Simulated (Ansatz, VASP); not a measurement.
## Two plane-wave programs on BAs

```
B As
1.0
     0.00000    2.38389    2.38389
     2.38389    0.00000    2.38389
     2.38389    2.38389    0.00000
B As
1 1
Direct
  0.00000 0.00000 0.00000
  0.75000 0.75000 0.75000
```

Alike in both runs: functional PBEsol; k mesh 10 × 10 × 10; occupations gaussian, width 0.02 eV; no spin polarisation.

Ansatz relaxed the structure, and its values are those at the end. VASP's run is a single point on that final structure, the one shown.

```csv
,VASP,Ansatz
version,VASP 6.6.1,Ansatz 0.2.0
potentials or method,"VASP PAW PBE potentials, release 64 (B, As)","scalar-relativistic, plane waves, PAW"
plane-wave cutoff (eV),520,520
valence electrons in the cell,8,18
```

|  | VASP | Ansatz | Ansatz less VASP |
| --- | --- | --- | --- |
| gap on the k mesh at the Fermi level (eV) | 1.07 | 1.08 | +0.009 |
| least direct gap on the mesh (eV) | 3.25 | 3.25 | +0.004 |
| pressure (GPa) | 0.9 | 0.0 | -0.88 |

The two sets of potentials don't hold the same shells in valence.

Caveats: the PAW data sets were made with another functional, which shifts forces and pressure a little (VASP). A k mesh can miss the band edges.
